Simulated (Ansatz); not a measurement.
**Ba under changes of volume**

One of the cells (62.989 Å³/atom); the others are scaled copies at fixed shape and fractional positions:

```
Ba
1.0
    -2.50650    2.50650    2.50650
     2.50650   -2.50650    2.50650
     2.50650    2.50650   -2.50650
Ba
1
Direct
  0.00000 0.00000 0.00000
```

```yaml
Program: Ansatz 0.2.0
Functional: RPBE
Dispersion: D3(BJ)
Potentials_or_basis: all-electron LAPW, relativistic spinors
Cutoff: 68 eV (chosen from the basis error)
Basis_error_allowed: 0.002 eV/atom
k_mesh: 6 × 6 × 6
Occupations: gaussian, width 0.1 eV
Spin: spin-orbit coupling, no magnetisation
```

```tsv
volume (Å³/atom)	energy over the lowest point (meV/atom)	pressure (GPa)
59.209	0.00	-6.0
60.469	46.36	-5.9
61.729	91.74	-5.7
62.989	136.09	-5.6
64.249	179.49	-5.5
65.508	?	?
66.768	263.52	-5.3
```

Question: What does the run at 65.508 Å³/atom give?

Answer: Energy over the lowest point 221.94 meV/atom; pressure -5.4 GPa.

Worked out: A Birch-Murnaghan fit of order 3 (a polynomial in V^(-2/3)) to the other rows has no minimum within the range. It gives 221.94 meV/atom at 65.508 Å³/atom, against the run's 221.94, and -dE/dV = -5.3 GPa, against -5.4.

Energies are extrapolated to zero smearing.

Caveats: pairwise dispersion overbinds metals, which lowers pressure and volume; the k mesh is thin for a metal, which can move the energy by tens of meV per atom (some runs).
